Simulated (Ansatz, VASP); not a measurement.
# Pt: VASP beside Ansatz

File INCAR:

```
PREC = Accurate
ENCUT = 520
EDIFF = 1E-6
ISMEAR = 0
SIGMA = 0.15
LREAL = False
LASPH = True
NELM = 80
ALGO = Fast
ISIF = 2
LWAVE = False
LCHARG = False
GGA = CA
NBANDS = 17
```

KPOINTS

```
regular mesh
0
Gamma
  21 21 10
```

File POSCAR:

```
Pt
1.0
    2.7606656158      0.0000000000      0.0000000000
   -1.3803328079      2.3908065546      0.0000000000
    0.0000000000      0.0000000000      4.7921340000
Pt
2
Direct
    0.6666666667      0.3333333333      0.7500000000
    0.3333333333      0.6666666667      0.2500000000
```

Input for Ansatz:

```yaml
crystal:
  lattice:
    - [2.7606656158, 0.0, 0.0]
    - [-1.3803328079, 2.3908065546, 0.0]
    - [0.0, 0.0, 4.792134]
  atoms:
    - { symbol: Pt, position: [0.6666666667, 0.3333333333, 0.75] }
    - { symbol: Pt, position: [0.3333333333, 0.6666666667, 0.25] }
basis:
  ecutwfc: 420
kpoints:
  mp_grid: { grid: [21, 21, 10] }
hamiltonian:
  xc: lda
scf:
  occupations: { method: gaussian, width: 0.15 }
output:
  forces: true
  stress: true
  eigenvalues: true
```

This isn't the form of Pt at room conditions, which is fcc.

Alike in both runs: task single point; functional LDA; k mesh 21 × 21 × 10; occupations gaussian, width 0.15 eV; no spin polarisation.

```csv
,VASP,Ansatz
version,VASP 6.6.1,Ansatz 0.2.0
potentials or method,"VASP PAW LDA potentials, release 64 (Pt)","scalar-relativistic, plane waves, PAW"
plane-wave cutoff (eV),520,420
valence electrons in the cell,20,36
```

```tsv
	VASP	Ansatz	Ansatz less VASP
gap on the k mesh at the Fermi level (eV)	none	none	-
pressure (GPa)	-15.2	-15.8	-0.59
largest component of the traceless stress (GPa)	0.01	0.33	+0.320
```

A gap of «none» marks a metal or a gap that the smearing closes. The two sets of potentials don't hold the same shells in valence.

Caveats: so large a pressure means that the cell lies far from this level's equilibrium, or that cutoff or potentials fall short (VASP). The runs have no spin-orbit coupling, so splittings on Pt are missing.
